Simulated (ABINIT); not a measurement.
A run of ABINIT 10.8.3 (patched build):

run.abi

```
# Datasets
ndtset 3

# Pseudopotentials
pp_dirpath "./"
pseudos "B.upf"

# Structure
structure "poscar:POSCAR"
natom 1

# Plane-wave basis
ecut 28.0

# k points
ngkpt 16 16 16
nshiftk 1
shiftk 0.5 0.5 0.5
istwfk *1

# Exchange and correlation
ixc 7

# Bands and occupations
occopt 3
tsmear 0.05 eV

# SCF cycle
nstep 80

# Output
iomode 3
prteig 0
prtebands 0

# Dataset 1: ground state
nband1 6
tolvrs1 1.0e-12
prtden1 1
prtwf1 0
kptopt1 1

# Dataset 2: empty bands at fixed density
iscf2 -3
getden2 1
nband2 12
nbdbuf2 4
tolwfr2 1.0e-12
nstep2 120
prtden2 0
kptopt2 1

# Dataset 3: wave functions and velocity matrix elements in the full zone
optdriver3 8
wfk_task3 "wfk_optics_fullbz"
getwfk3 2
nband3 8
kptopt3 1
prtevk3 1
inclvkb3 2
```

File POSCAR:

```
B
1.0
    1.8852400000      0.0000000000      0.0000000000
    0.0000000000      1.8852400000      0.0000000000
    0.0000000000      0.0000000000      1.8852400000
B
1
Direct
    0.5000000000      0.5000000000      0.5000000000  B
```

optic.abi

```
&FILES
 ddkfile_1 = 'runo_DS3_1_EVK.nc',
 ddkfile_2 = 'runo_DS3_2_EVK.nc',
 ddkfile_3 = 'runo_DS3_3_EVK.nc',
 wfkfile = 'runo_DS3_WFK.nc'
/
&PARAMETERS
 broadening = 0.001837,
 domega = 0.002,
 maxomega = 0.8,
 scissor = 0.000000,
 tolerance = 0.002
/
&COMPUTATIONS
 num_lin_comp = 1,
 lin_comp = 11,
 num_nonlin_comp = 0
/
```

Potentials or basis: PseudoDojo NC SR LDA v0.4.1 standard.

The run is started by

```bash
$ abinit run.abi > log 2>&1
$ optic optic.abi > optic.log 2>&1
```

Hardware: 1 thread of Arm Neoverse V1 (shared host).

Q: Estimate the wall time of this run.

A: It took 16 s on 1 thread of Arm Neoverse V1, with other jobs on the host, peak memory 0.4 GiB. Counts: scf iterations 6, mpi ranks 1, k points 120, bands 6, plane waves 326.
